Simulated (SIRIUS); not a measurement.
# BAs (F-43m) in SIRIUS: notebook, part 6 of 8

SIRIUS 7.12.0. The steps go on from the part before.

### Step 11. Equation of state, PBE, 12.81 Å³/atom (volume scaled by 0.94)

Input file sirius.json:

```json
{
  "control": {
    "processing_unit": "cpu",
    "std_evp_solver_name": "lapack",
    "gen_evp_solver_name": "lapack",
    "verbosity": 2,
    "print_forces": false,
    "ortho_rf": true,
    "use_second_variation": true,
    "rmt_max": 3.0,
    "num_bands_to_print": 21,
    "save_wf": true
  },
  "parameters": {
    "electronic_structure_method": "full_potential_lapwlo",
    "xc_functionals": ["XC_GGA_X_PBE", "XC_GGA_C_PBE"],
    "core_relativity": "dirac",
    "valence_relativity": "iora",
    "num_fv_states": 21,
    "smearing": "fermi_dirac",
    "smearing_width": 0.0018374661,
    "pw_cutoff": 21,
    "gk_cutoff": 4.09,
    "lmax_apw": 10,
    "lmax_rho": 8,
    "lmax_pot": 8,
    "num_mag_dims": 0,
    "auto_rmt": 0,
    "ngridk": [10, 10, 10],
    "shiftk": [0, 0, 0],
    "num_dft_iter": 80,
    "energy_tol": 1e-07,
    "density_tol": 1e-05,
    "use_symmetry": true
  },
  "settings": {"tol_ne": 1e-10},
  "iterative_solver": {"type": "exact"},
  "mixer": {"type": "anderson", "beta": 0.5, "max_history": 8},
  "unit_cell": {
    "lattice_vectors": [[0.0, 4.4214704876, 4.4214704876], [4.4214704876, 0.0, 4.4214704876], [4.4214704876, 4.4214704876, 0.0]],
    "atom_types": ["As", "B"],
    "atom_files": {"As": "As.json", "B": "B.json"},
    "atoms": {"As": [[0.75, 0.75, 0.75]], "B": [[0.0, 0.0, 0.0]]}
  }
}
```

Input file As.json:

```json
{
  "name": "arsenic",
  "symbol": "As",
  "number": 33,
  "mass": 74.9216,
  "rmin": 1e-06,
  "rmt": 2.18,
  "nrmt": 800,
  "rinf": 15.07,
  "core": "1s2s2p",
  "valence": [
    {"basis": [{"enu": 0.12, "dme": 0, "n": 0, "auto": 0}, {"enu": 0.12, "dme": 1, "n": 0, "auto": 0}]},
    {"l": 0, "n": 1, "basis": [{"enu": 0.0986, "dme": 0, "n": 0, "auto": 0}]},
    {"l": 1, "n": 2, "basis": [{"enu": 0.22, "dme": 0, "n": 0, "auto": 0}]},
    {"l": 2, "n": 3, "basis": [{"enu": 0.22, "dme": 0, "n": 0, "auto": 0}]},
    {"l": 3, "n": 4, "basis": [{"enu": 0.22, "dme": 0, "n": 0, "auto": 0}]}
  ],
  "lo": [
    {
      "l": 0,
      "basis": [{"enu": 0.0986, "dme": 0, "n": 0, "auto": 0}, {"enu": 0.0986, "dme": 1, "n": 0, "auto": 0}]
    },
    {
      "l": 0,
      "basis": [{"enu": 0.0986, "dme": 1, "n": 0, "auto": 0}, {"enu": 0.0986, "dme": 2, "n": 0, "auto": 0}]
    },
    {
      "l": 0,
      "basis": [{"enu": -6.5308, "dme": 0, "n": 3, "auto": 1}, {"enu": -6.5308, "dme": 1, "n": 3, "auto": 1}]
    },
    {
      "l": 0,
      "basis": [{"enu": 0.0986, "dme": 0, "n": 0, "auto": 0}, {"enu": 2.6236, "dme": 0, "n": 0, "auto": 0}]
    },
    {"l": 1, "basis": [{"enu": 0.22, "dme": 0, "n": 0, "auto": 0}, {"enu": 0.22, "dme": 1, "n": 0, "auto": 0}]},
    {
      "l": 1,
      "basis": [{"enu": -4.4809, "dme": 0, "n": 3, "auto": 1}, {"enu": -4.4809, "dme": 1, "n": 3, "auto": 1}]
    },
    {
      "l": 1,
      "basis": [{"enu": -4.4809, "dme": 1, "n": 3, "auto": 1}, {"enu": 0.22, "dme": 0, "n": 0, "auto": 0}]
    },
    {"l": 1, "basis": [{"enu": 0.22, "dme": 0, "n": 0, "auto": 0}, {"enu": 4.0917, "dme": 0, "n": 0, "auto": 0}]},
    {"l": 2, "basis": [{"enu": 0.22, "dme": 0, "n": 0, "auto": 0}, {"enu": 0.22, "dme": 1, "n": 0, "auto": 0}]},
    {
      "l": 2,
      "basis": [{"enu": -1.0885, "dme": 0, "n": 3, "auto": 1}, {"enu": -1.0885, "dme": 1, "n": 3, "auto": 1}]
    },
    {
      "l": 2,
      "basis": [{"enu": -1.0885, "dme": 1, "n": 3, "auto": 1}, {"enu": 0.22, "dme": 0, "n": 0, "auto": 0}]
    },
    {"l": 2, "basis": [{"enu": 0.22, "dme": 0, "n": 0, "auto": 0}, {"enu": 4.5967, "dme": 0, "n": 0, "auto": 0}]},
    {"l": 3, "basis": [{"enu": 0.22, "dme": 0, "n": 0, "auto": 0}, {"enu": 0.22, "dme": 1, "n": 0, "auto": 0}]},
    {"l": 3, "basis": [{"enu": 0.22, "dme": 0, "n": 0, "auto": 0}, {"enu": 3.8813, "dme": 0, "n": 0, "auto": 0}]}
  ],
  "free_atom": [... radial grid and density of the free atom, the start of the SCF ...]
}
```

Input file B.json:

```json
{
  "name": "boron",
  "symbol": "B",
  "number": 5,
  "mass": 10.811,
  "rmin": 1e-06,
  "rmt": 1.59,
  "nrmt": 800,
  "rinf": 17.81,
  "core": "",
  "valence": [
    {"basis": [{"enu": 0.12, "dme": 0, "n": 0, "auto": 0}, {"enu": 0.12, "dme": 1, "n": 0, "auto": 0}]},
    {"l": 0, "n": 1, "basis": [{"enu": 0.1659, "dme": 0, "n": 0, "auto": 0}]},
    {"l": 1, "n": 2, "basis": [{"enu": 0.22, "dme": 0, "n": 0, "auto": 0}]},
    {"l": 2, "n": 3, "basis": [{"enu": 0.22, "dme": 0, "n": 0, "auto": 0}]},
    {"l": 3, "n": 4, "basis": [{"enu": 0.22, "dme": 0, "n": 0, "auto": 0}]}
  ],
  "lo": [
    {
      "l": 0,
      "basis": [{"enu": 0.1659, "dme": 0, "n": 0, "auto": 0}, {"enu": 0.1659, "dme": 1, "n": 0, "auto": 0}]
    },
    {
      "l": 0,
      "basis": [{"enu": 0.1659, "dme": 1, "n": 0, "auto": 0}, {"enu": 0.1659, "dme": 2, "n": 0, "auto": 0}]
    },
    {
      "l": 0,
      "basis": [{"enu": -6.2064, "dme": 0, "n": 1, "auto": 1}, {"enu": -6.2064, "dme": 1, "n": 1, "auto": 1}]
    },
    {
      "l": 0,
      "basis": [{"enu": 0.1659, "dme": 0, "n": 0, "auto": 0}, {"enu": 4.9125, "dme": 0, "n": 0, "auto": 0}]
    },
    {"l": 1, "basis": [{"enu": 0.22, "dme": 0, "n": 0, "auto": 0}, {"enu": 0.22, "dme": 1, "n": 0, "auto": 0}]},
    {"l": 1, "basis": [{"enu": 0.22, "dme": 1, "n": 0, "auto": 0}, {"enu": 0.22, "dme": 2, "n": 0, "auto": 0}]},
    {"l": 1, "basis": [{"enu": 0.22, "dme": 0, "n": 0, "auto": 0}, {"enu": 5.6786, "dme": 0, "n": 0, "auto": 0}]},
    {"l": 2, "basis": [{"enu": 0.22, "dme": 0, "n": 0, "auto": 0}, {"enu": 0.22, "dme": 1, "n": 0, "auto": 0}]},
    {"l": 2, "basis": [{"enu": 0.22, "dme": 1, "n": 0, "auto": 0}, {"enu": 0.22, "dme": 2, "n": 0, "auto": 0}]},
    {"l": 2, "basis": [{"enu": 0.22, "dme": 0, "n": 0, "auto": 0}, {"enu": 6.3906, "dme": 0, "n": 0, "auto": 0}]},
    {"l": 3, "basis": [{"enu": 0.22, "dme": 0, "n": 0, "auto": 0}, {"enu": 0.22, "dme": 1, "n": 0, "auto": 0}]}
  ],
  "free_atom": [... radial grid and density of the free atom, the start of the SCF ...]
}
```

Input file sirius_start.json:

```json
{
  "control": {
    "processing_unit": "cpu",
    "std_evp_solver_name": "lapack",
    "gen_evp_solver_name": "lapack",
    "verbosity": 1,
    "print_forces": false,
    "ortho_rf": true,
    "use_second_variation": true,
    "rmt_max": 3.0,
    "num_bands_to_print": 21,
    "save_wf": false
  },
  "parameters": {
    "electronic_structure_method": "full_potential_lapwlo",
    "xc_functionals": ["XC_LDA_X", "XC_LDA_C_PW"],
    "core_relativity": "dirac",
    "valence_relativity": "iora",
    "num_fv_states": 21,
    "smearing": "fermi_dirac",
    "smearing_width": 0.0055123983,
    "pw_cutoff": 21,
    "gk_cutoff": 3.27,
    "lmax_apw": 10,
    "lmax_rho": 8,
    "lmax_pot": 8,
    "num_mag_dims": 0,
    "auto_rmt": 0,
    "ngridk": [4, 4, 4],
    "shiftk": [0, 0, 0],
    "num_dft_iter": 30,
    "energy_tol": 0.01,
    "density_tol": 0.05,
    "use_symmetry": true
  },
  "settings": {"tol_ne": 1e-10},
  "iterative_solver": {"type": "exact"},
  "mixer": {"type": "anderson", "beta": 0.5, "max_history": 8},
  "unit_cell": {
    "lattice_vectors": [[0.0, 4.4214704876, 4.4214704876], [4.4214704876, 0.0, 4.4214704876], [4.4214704876, 4.4214704876, 0.0]],
    "atom_types": ["As", "B"],
    "atom_files": {"As": "As.json", "B": "B.json"},
    "atoms": {"As": [[0.75, 0.75, 0.75]], "B": [[0.0, 0.0, 0.0]]}
  }
}
```

Command:

```console
OMP_NUM_THREADS=1 sirius.scf --input=sirius_start.json --output=start.json
OMP_NUM_THREADS=1 sirius.scf --input=sirius.json --output=output.json --task=1
```

It took 36 s on 1 thread of Arm Neoverse V2, shared host; peak memory 0.43 GiB.

It converged, with:

```
Free energy                                       : -62203.3436 eV
Band gap on the k mesh                            : 1.12 eV, indirect (least direct gap 3.36 eV)
All electrons inside the program's atomic spheres : As 31.13; B 3.54 (radii As 2.18, B 1.59 bohr)
```

### Step 12. Equation of state, PBE, 13.08 Å³/atom (volume scaled by 0.96)

sirius.json: that of step 11 with these lines changed.

```diff
@@ -39,3 +39,3 @@
   "unit_cell": {
-    "lattice_vectors": [[0.0, 4.4214704876, 4.4214704876], [4.4214704876, 0.0, 4.4214704876], [4.4214704876, 4.4214704876, 0.0]],
+    "lattice_vectors": [[0.0, 4.4526086295, 4.4526086295], [4.4526086295, 0.0, 4.4526086295], [4.4526086295, 4.4526086295, 0.0]],
     "atom_types": ["As", "B"],
```

Input file As.json:

```json
{
  "name": "arsenic",
  "symbol": "As",
  "number": 33,
  "mass": 74.9216,
  "rmin": 1e-06,
  "rmt": 2.18,
  "nrmt": 800,
  "rinf": 15.07,
  "core": "1s2s2p",
  "valence": [
    {"basis": [{"enu": 0.11, "dme": 0, "n": 0, "auto": 0}, {"enu": 0.11, "dme": 1, "n": 0, "auto": 0}]},
    {"l": 0, "n": 1, "basis": [{"enu": 0.0886, "dme": 0, "n": 0, "auto": 0}]},
    {"l": 1, "n": 2, "basis": [{"enu": 0.21, "dme": 0, "n": 0, "auto": 0}]},
    {"l": 2, "n": 3, "basis": [{"enu": 0.21, "dme": 0, "n": 0, "auto": 0}]},
    {"l": 3, "n": 4, "basis": [{"enu": 0.21, "dme": 0, "n": 0, "auto": 0}]}
  ],
  "lo": [
    {
      "l": 0,
      "basis": [{"enu": 0.0886, "dme": 0, "n": 0, "auto": 0}, {"enu": 0.0886, "dme": 1, "n": 0, "auto": 0}]
    },
    {
      "l": 0,
      "basis": [{"enu": 0.0886, "dme": 1, "n": 0, "auto": 0}, {"enu": 0.0886, "dme": 2, "n": 0, "auto": 0}]
    },
    {
      "l": 0,
      "basis": [{"enu": -6.5408, "dme": 0, "n": 3, "auto": 1}, {"enu": -6.5408, "dme": 1, "n": 3, "auto": 1}]
    },
    {
      "l": 0,
      "basis": [{"enu": 0.0886, "dme": 0, "n": 0, "auto": 0}, {"enu": 2.6136, "dme": 0, "n": 0, "auto": 0}]
    },
    {"l": 1, "basis": [{"enu": 0.21, "dme": 0, "n": 0, "auto": 0}, {"enu": 0.21, "dme": 1, "n": 0, "auto": 0}]},
    {
      "l": 1,
      "basis": [{"enu": -4.4909, "dme": 0, "n": 3, "auto": 1}, {"enu": -4.4909, "dme": 1, "n": 3, "auto": 1}]
    },
    {
      "l": 1,
      "basis": [{"enu": -4.4909, "dme": 1, "n": 3, "auto": 1}, {"enu": 0.21, "dme": 0, "n": 0, "auto": 0}]
    },
    {"l": 1, "basis": [{"enu": 0.21, "dme": 0, "n": 0, "auto": 0}, {"enu": 4.0817, "dme": 0, "n": 0, "auto": 0}]},
    {"l": 2, "basis": [{"enu": 0.21, "dme": 0, "n": 0, "auto": 0}, {"enu": 0.21, "dme": 1, "n": 0, "auto": 0}]},
    {
      "l": 2,
      "basis": [{"enu": -1.0985, "dme": 0, "n": 3, "auto": 1}, {"enu": -1.0985, "dme": 1, "n": 3, "auto": 1}]
    },
    {
      "l": 2,
      "basis": [{"enu": -1.0985, "dme": 1, "n": 3, "auto": 1}, {"enu": 0.21, "dme": 0, "n": 0, "auto": 0}]
    },
    {"l": 2, "basis": [{"enu": 0.21, "dme": 0, "n": 0, "auto": 0}, {"enu": 4.5867, "dme": 0, "n": 0, "auto": 0}]},
    {"l": 3, "basis": [{"enu": 0.21, "dme": 0, "n": 0, "auto": 0}, {"enu": 0.21, "dme": 1, "n": 0, "auto": 0}]},
    {"l": 3, "basis": [{"enu": 0.21, "dme": 0, "n": 0, "auto": 0}, {"enu": 3.8713, "dme": 0, "n": 0, "auto": 0}]}
  ],
  "free_atom": [... radial grid and density of the free atom, the start of the SCF ...]
}
```

Input file B.json:

```json
{
  "name": "boron",
  "symbol": "B",
  "number": 5,
  "mass": 10.811,
  "rmin": 1e-06,
  "rmt": 1.59,
  "nrmt": 800,
  "rinf": 17.81,
  "core": "",
  "valence": [
    {"basis": [{"enu": 0.11, "dme": 0, "n": 0, "auto": 0}, {"enu": 0.11, "dme": 1, "n": 0, "auto": 0}]},
    {"l": 0, "n": 1, "basis": [{"enu": 0.1559, "dme": 0, "n": 0, "auto": 0}]},
    {"l": 1, "n": 2, "basis": [{"enu": 0.21, "dme": 0, "n": 0, "auto": 0}]},
    {"l": 2, "n": 3, "basis": [{"enu": 0.21, "dme": 0, "n": 0, "auto": 0}]},
    {"l": 3, "n": 4, "basis": [{"enu": 0.21, "dme": 0, "n": 0, "auto": 0}]}
  ],
  "lo": [
    {
      "l": 0,
      "basis": [{"enu": 0.1559, "dme": 0, "n": 0, "auto": 0}, {"enu": 0.1559, "dme": 1, "n": 0, "auto": 0}]
    },
    {
      "l": 0,
      "basis": [{"enu": 0.1559, "dme": 1, "n": 0, "auto": 0}, {"enu": 0.1559, "dme": 2, "n": 0, "auto": 0}]
    },
    {
      "l": 0,
      "basis": [{"enu": -6.2164, "dme": 0, "n": 1, "auto": 1}, {"enu": -6.2164, "dme": 1, "n": 1, "auto": 1}]
    },
    {
      "l": 0,
      "basis": [{"enu": 0.1559, "dme": 0, "n": 0, "auto": 0}, {"enu": 4.9025, "dme": 0, "n": 0, "auto": 0}]
    },
    {"l": 1, "basis": [{"enu": 0.21, "dme": 0, "n": 0, "auto": 0}, {"enu": 0.21, "dme": 1, "n": 0, "auto": 0}]},
    {"l": 1, "basis": [{"enu": 0.21, "dme": 1, "n": 0, "auto": 0}, {"enu": 0.21, "dme": 2, "n": 0, "auto": 0}]},
    {"l": 1, "basis": [{"enu": 0.21, "dme": 0, "n": 0, "auto": 0}, {"enu": 5.6686, "dme": 0, "n": 0, "auto": 0}]},
    {"l": 2, "basis": [{"enu": 0.21, "dme": 0, "n": 0, "auto": 0}, {"enu": 0.21, "dme": 1, "n": 0, "auto": 0}]},
    {"l": 2, "basis": [{"enu": 0.21, "dme": 1, "n": 0, "auto": 0}, {"enu": 0.21, "dme": 2, "n": 0, "auto": 0}]},
    {"l": 2, "basis": [{"enu": 0.21, "dme": 0, "n": 0, "auto": 0}, {"enu": 6.3806, "dme": 0, "n": 0, "auto": 0}]},
    {"l": 3, "basis": [{"enu": 0.21, "dme": 0, "n": 0, "auto": 0}, {"enu": 0.21, "dme": 1, "n": 0, "auto": 0}]}
  ],
  "free_atom": [... radial grid and density of the free atom, the start of the SCF ...]
}
```

sirius_start.json: that of step 11 with these lines changed.

```diff
@@ -39,3 +39,3 @@
   "unit_cell": {
-    "lattice_vectors": [[0.0, 4.4214704876, 4.4214704876], [4.4214704876, 0.0, 4.4214704876], [4.4214704876, 4.4214704876, 0.0]],
+    "lattice_vectors": [[0.0, 4.4526086295, 4.4526086295], [4.4526086295, 0.0, 4.4526086295], [4.4526086295, 4.4526086295, 0.0]],
     "atom_types": ["As", "B"],
```

Potentials or basis: all-electron FP-LAPW, apw+lo standard.

Command:

```console
OMP_NUM_THREADS=1 sirius.scf --input=sirius_start.json --output=start.json
OMP_NUM_THREADS=1 sirius.scf --input=sirius.json --output=output.json --task=1
```

Run time: 37 s. Hardware: 1 thread of Arm Neoverse V2, shared host; peak memory 0.43 GiB.

It converged, with:

| Item | Value |
| --- | --- |
| Free energy | -62203.3804 eV |
| Band gap on the k mesh | 1.14 eV, indirect (least direct gap 3.34 eV) |
| All electrons inside the program's atomic spheres | As 31.11; B 3.52 (radii As 2.18, B 1.59 bohr) |

(Part 6 of 8 ends here.)
